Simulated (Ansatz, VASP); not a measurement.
## One calculation of Ga, two programs

```
Ga
1.0
     3.49802    0.19276    0.03615
     0.83234    3.50597   -0.19329
    -0.90468   -0.64466    4.85846
Ga
3
Direct
  0.39849 0.93202 0.86975
  0.06515 0.59867 0.20310
  0.73191 0.26545 0.53640
```

Alike in both runs: functional PBE; k mesh 4 × 6 × 4; occupations gaussian, width 0.1 eV; no spin polarisation.

Ansatz relaxed the structure, and its values are those at the end. VASP's run is a single point on that final structure, the one shown.

|  | VASP | Ansatz |
| --- | --- | --- |
| version | VASP 6.6.1 | Ansatz 0.2.0 |
| potentials or method | VASP PAW PBE potentials, release 64 (Ga_d) | scalar-relativistic, plane waves, PAW |
| plane-wave cutoff (eV) | 520 | 420 |
| valence electrons in the cell | 39 | 39 |

Ansatz gave:

* gap on the k mesh at the Fermi level (eV): none
* pressure (GPa): 0.0

Q: What did VASP give for the same quantities?

A: gap on the k mesh at the Fermi level (eV): none; pressure (GPa): 0.1.

A gap of «none» marks a metal or a gap that the smearing closes. The functional is the same, so the differences come from potentials, cutoffs and numerics.

Caveats: the k mesh is coarse (spacing up to 0.47 Å⁻¹), so the values aren't converged.
